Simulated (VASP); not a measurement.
Here is a VASP 6.6.1 calculation.

File INCAR:

```
SYSTEM = SnO
  PREC = Accurate
  ENCUT = 600
  EDIFF = 1E-7
  ISMEAR = 0
  SIGMA = 0.03
  LREAL = .False.
  LASPH = .True.
  NELM = 80
  ALGO = Normal
  ISIF = 3
  LWAVE = .False.
  LCHARG = .False.
  GGA = PE
  IVDW = 12
  IBRION = 2
  NSW = 90
  EDIFFG = -0.005
  KPAR = 4
```

Contents of KPOINTS:

```
regular mesh
0
Gamma
  8 8 6
  0 0 0
```

The input POSCAR:

```
SnO                                     
1.0
    3.8353841591      0.0000000000      0.0000000000
    0.0000000000      3.8353841591     -0.0000000000
    0.0000000000     -0.0000000000      4.7280509425
  Sn              O             
     2     2
Direct
     0.5000000000000000    0.0000000000000000    0.2459634789621188
     0.0000000000000000    0.5000000000000000    0.7540365210378813
     1.0000000000000000    0.0000000000000000    1.0000000000000000
     0.5000000000000000    0.5000000000000000    0.0000000000000000
```

Potentials or basis: VASP PAW PBE potentials, release 64 (Sn_d, O).

Launch:

```sh
$ cat potpaw_PBE.64/Sn_d/POTCAR potpaw_PBE.64/O/POTCAR > POTCAR
$ mpirun -np 4 vasp_std > vasp.out
```

Q: What does it give for the band gap on the k mesh?

A: None (metal or under the smearing width).

Q: What does it give for the dispersion energy per atom?

A: -0.237 eV.

Final structure:
```xyz
4
Lattice="3.8354 0.0000 0.0000 0.0000 3.8354 0.0000 0.0000 0.0000 4.7281" Properties=species:S:1:pos:R:3 pbc="T T T"
Sn    1.9177    0.0000    1.1629
Sn    0.0000    1.9177    3.5651
O     0.0000    0.0000    0.0000
O     1.9177    1.9177    0.0000
```

Caveat: the relaxation stopped at its first step, so nothing moved.
